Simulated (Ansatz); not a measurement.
Sn:

```xyz
2
Lattice="0.0000 3.2333 3.2333 3.2333 0.0000 3.2333 3.2333 3.2333 0.0000" Properties=species:S:1:pos:R:3 pbc="T T T"
Sn    1.6167    1.6167    1.6167
Sn    6.4667    6.4667    6.4667
```

This isn't the form of Sn at room conditions, which is tetragonal (white tin).

Program: Ansatz 0.2.0. Alike in all runs: cell as given; k mesh 7 × 7 × 7.

Question: Order these runs on this cell by their pressure, lowest first.
A. level revPBE; potentials or basis SPMS NC; spin off; cutoff (eV) 490; smearing methfessel-paxton 0.05 eV
B. level exchange-only PBE; potentials or basis Ansatz PAW; spin SOC, no magnetisation; cutoff (eV) 420; smearing methfessel-paxton 0.1 eV
C. level BLYP+D3(BJ)+ATM; potentials or basis PseudoDojo standard (LDA files); spin off; cutoff (eV) 980; smearing fermi-dirac 0.05 eV

Answer: C (2.4 GPa), A (5.3 GPa), B (10.9 GPa).

Caveats: the potentials were made for another functional, which shifts forces and pressure; pairwise dispersion overbinds metals, which lowers pressure and volume (some runs); the PAW data sets come from PBE, with cores solved anew for the run's functional, which leaves a small shift of forces and pressure (some runs).

Not every run made on this cell is shown here.
